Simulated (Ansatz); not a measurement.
# CoO: the cost of one run

Program: Ansatz 0.2.0. Level of theory: DFT PBEsol, scalar-relativistic, plane waves, PAW. These are calculated values, not measurements.

## 1. The starting structure

Symmetry: Fm-3m, No. 225, cubic system. Conventional cell: a = 4.263 Å, b = 4.263 Å, c = 4.263 Å, α = 90.00°, β = 90.00°, γ = 90.00°. Co (site symmetry m-3m) is surrounded by 6 O at 2.13 Å. Around O (site symmetry m-3m) lie 6 Co at 2.13 Å.

Coordinates:

```
Co O
1.0
     0.00000    2.13150    2.13150
     2.13150    0.00000    2.13150
     2.13150    2.13150    0.00000
Co O
1 1
Direct
  0.00000 0.00000 0.00000
  0.50000 0.50000 0.50000
```

No relaxation comes first: the listed cell is the starting point.

## 2. The reference cell

The reference gives a free energy of -5652.2623 eV, pressure -10.75 GPa, largest force 0.000 eV/Å and gap on the mesh none (metal). It was computed beforehand with the settings of the runs below.

## 3. Setting up shifting one sublattice

Every Co atom is moved by x along the Cartesian unit vector (0.000, -0.707, -0.707); the cell and all other atoms stay fixed. Forces below are components along that vector, summed over the moved atoms.

## 4. At x = -0.500 Å

Contents of input.yaml:

```yaml
crystal:
  lattice:
    - [0.0, 2.1315, 2.1315]
    - [2.1315, 0.0, 2.1315]
    - [2.1315, 2.1315, 0.0]
  atoms:
    - { symbol: Co, position: [0.165870697, 0.0, 0.0], spin: 2.74 }
    - { symbol: O, position: [0.5, 0.5, 0.5], spin: 0.37 }
basis:
  ecutwfc: 420
kpoints:
  mp_grid: { grid: [20, 20, 20] }
hamiltonian:
  xc: pbesol
scf:
  occupations: { method: gaussian, width: 0.15 }
output:
  forces: true
  stress: true
  eigenvalues: true
  populations: true
magnetization:
  spin_polarized: true
```

Run with:

```
> ansatz run input.yaml --threads 1 --pin off --max-ram 2560MiB --backend cpu --events-out ev --progress --plain --runs-dir out
```

Q: Estimate wall time and peak memory on 1 thread of Intel Xeon Platinum 8259CL at 2.50GHz (Skylake/Cascade Lake), shared host.

About 2.5 min, with a peak of 1.1 GiB.
